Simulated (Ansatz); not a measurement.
**Te: electron density at the nuclei under pressure**

```yaml
crystal:
  lattice:
    - [-1.92620, 1.92620, 1.92620]
    - [1.92620, -1.92620, 1.92620]
    - [1.92620, 1.92620, -1.92620]
  atoms:
    - { symbol: Te, position: [0.00000, 0.00000, 0.00000] }
```

The cell was built from the bcc type and relaxed in the same program, and has space group Im-3m; it needn't be a known or the stable phase.

Spin–orbit coupling is left out, though it moves levels of the heavy atoms by tenths of an eV or more.

The calculation used DFT, PBE, all-electron PAW with datasets made for the crystal, scalar-relativistic in Ansatz 0.2.0.

The runs use a Γ-centred 14×14×14 k mesh, Fermi–Dirac smearing of 0.05 eV, cutoff 160 eV (chosen by the program for this cell), no spin polarisation.

The contact density is the mean electron density over the nuclear volume; its changes set Mössbauer isomer shifts. Changes below are taken from the unscaled cell, where it is 1.46863e+06 e/Å³ at Te.

```
V/V(cell)  P (GPa)  Δρ(0) Te (e/Å³)
   0.9405      3.9                ?
   1.0000      0.0             0.00
   1.0600     -2.7                ?
```

(1) What belongs in the row "1.0600", column "Δρ(0) Te (e/Å³)"?

(2) What belongs in the row "0.9405", column "Δρ(0) Te (e/Å³)"?

The datasets are made afresh for each cell, so very small changes are uncertain. Scalar relativity leaves out the p1/2 density at heavy nuclei.

## Answers

(1) -0.40.

(2) 0.14.
